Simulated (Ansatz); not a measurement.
**Ti3SiC2 (MAX-312 type, space group P6_3/mmc), energy against volume**

Ti₃SiC₂ (MAX-312 type, space group P6_3/mmc)

```yaml
crystal:
  lattice:
    - [3.07276, 0.00000, 0.00000]
    - [-1.53638, 2.66109, 0.00000]
    - [0.00000, 0.00000, 17.72285]
  atoms:
    - { symbol: Ti, position: [0.00000, 0.00000, 0.00000] }
    - { symbol: Ti, position: [0.00000, 0.00000, 0.50000] }
    - { symbol: Ti, position: [0.33333, 0.66667, 0.13489] }
    - { symbol: Ti, position: [0.66667, 0.33333, 0.63489] }
    - { symbol: Ti, position: [0.66667, 0.33333, 0.86511] }
    - { symbol: Ti, position: [0.33333, 0.66667, 0.36511] }
    - { symbol: Si, position: [0.00000, 0.00000, 0.25000] }
    - { symbol: Si, position: [0.00000, 0.00000, 0.75000] }
    - { symbol: C, position: [0.33333, 0.66667, 0.57233] }
    - { symbol: C, position: [0.66667, 0.33333, 0.07233] }
    - { symbol: C, position: [0.66667, 0.33333, 0.42767] }
    - { symbol: C, position: [0.33333, 0.66667, 0.92767] }
```

This relaxed cell (volume V₀) is scaled evenly in all directions, its shape held. The atoms relax within the cell's symmetry.

The numbers are results of PBE (plane waves to 420 eV, PAW, scalar-relativistic; Ansatz, an electronic-structure program), not measurements. k mesh 14×14×3 (Γ-centred), Fermi-Dirac smearing 0.05 eV. The energy includes the smearing's −TS. Compression counts positive. With the shape held, the modulus is that of even scaling; a crystal free to change shape is softer. Ti3SiC2 is run without spin polarisation. Ti3SiC2 was relaxed with its symmetry unable to fall. ΔE is measured from the relaxed starting cell.

| V (Å³/cell) | ΔE (meV/atom) | P (GPa) |
|---|---|---|
| 136.22 | 28 | 13.0 |
| 138.40 | 15 | 9.3 |
| 140.57 | 7 | 6.0 |
| 142.74 | 2 | 2.9 |
| 144.92 | 0 | 0.0 |
| 147.09 | 2 | -2.7 |
| 149.27 | 6 | -5.1 |
| 151.44 | 13 | -7.4 |
| 153.61 | 22 | -9.4 |

Summary:

```yaml
pressure_at_the_smallest_volume: 13.0 GPa
energy_cost_of_the_largest_compression: 28 meV/atom
energy_cost_of_the_largest_expansion: 22 meV/atom
Bulk modulus at fixed cell shape B₀ (third-order Birch-Murnaghan fit): 184 GPa
Pressure derivative B₀′ (fit): 4.4
equilibrium_volume_of_the_fit: 12.08 Å³/atom
Pressure for 5 % compression (fit): 10.5 GPa
```

(A scan under strain: stresses follow from slopes of the energy per volume, elastic moduli from its curvatures.)
